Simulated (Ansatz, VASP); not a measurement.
## Hf: VASP beside Ansatz

```
Hf
1.0
     0.00000    2.18741    2.18741
     2.18741    0.00000    2.18741
     2.18741    2.18741    0.00000
Hf
1
Direct
  0.00000 0.00000 0.00000
```

Alike in both runs: task single point; functional r2SCAN; k mesh 8 × 8 × 8; occupations gaussian, width 0.1 eV; no spin polarisation.

|  | VASP | Ansatz |
| --- | --- | --- |
| version | VASP 6.6.1 | Ansatz 0.2.0 |
| potentials or method | VASP PAW PBE potentials, release 64 (Hf_pv) | scalar-relativistic, plane waves, PAW |
| plane-wave cutoff (eV) | 520 | 500 |
| valence electrons in the cell | 10 | 26 |

|  | VASP | Ansatz | Ansatz less VASP |
| --- | --- | --- | --- |
| gap on the k mesh at the Fermi level (eV) | none | none | - |
| pressure (GPa) | 7.6 | 8.1 | +0.47 |

A gap of «none» marks a metal or a gap that the smearing closes. With one functional, cell and mesh, what is left measures potentials, basis and numerics. The two sets of potentials don't hold the same shells in valence.

Caveats: the PAW data sets were made with another functional, which shifts forces and pressure a little (VASP). The runs have no spin-orbit coupling, so splittings on Hf are missing.
